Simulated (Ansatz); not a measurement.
**SiNi: equation of state with PBEsol**

The system is SiNi.

```
CELL_PARAMETERS angstrom
2.94277 0.00000 0.00000
0.00000 3.28033 0.00000
0.00000 0.00000 4.67745
ATOMIC_POSITIONS crystal
Ni 0.50000 0.50000 0.34250
Ni 0.00000 0.00000 0.65750
Si 0.50000 0.50000 0.84314
Si 0.00000 0.00000 0.15686
```

The cell is a database's computed one.

```
Program             : Ansatz 0.2.0
Task                : equation of state
Functional          : PBEsol
Potentials or basis : all-electron LAPW, scalar-relativistic
Basis error allowed : 0.001 eV/atom
k mesh              : 9 × 8 × 6
Occupations         : fermi-dirac, width 0.05 eV
Spin                : collinear spin, ferromagnetic start
Starting moments    : [1.0, 1.0, 0.0, 0.0] μB
```

```yaml
Equilibrium_volume: 11.30 Å³/atom
Bulk_modulus_at_fixed_shape_and_positions: 202 GPa
Pressure_derivative_of_the_bulk_modulus: 4.6
```

Energy against volume, from the lowest point:
| volume (Å³/atom) | energy (meV/atom) |
| --- | --- |
| 10.611 | 29.45 |
| 10.837 | 12.74 |
| 11.062 | 3.18 |
| 11.288 | 0.00 |
| 11.514 | 2.54 |
| 11.740 | 10.16 |
| 11.965 | 22.38 |

All runs of the series together: 3.7 min on 4 threads of Intel(R) Xeon(R) Platinum 8375C CPU @ 2.90GHz (Ice Lake) (shared host).

Caveat: the cell was scaled at fixed shape and fractional positions, which overstates the stiffness of a crystal with free parameters, most of all of layers and chains; the starting moments weren't kept.
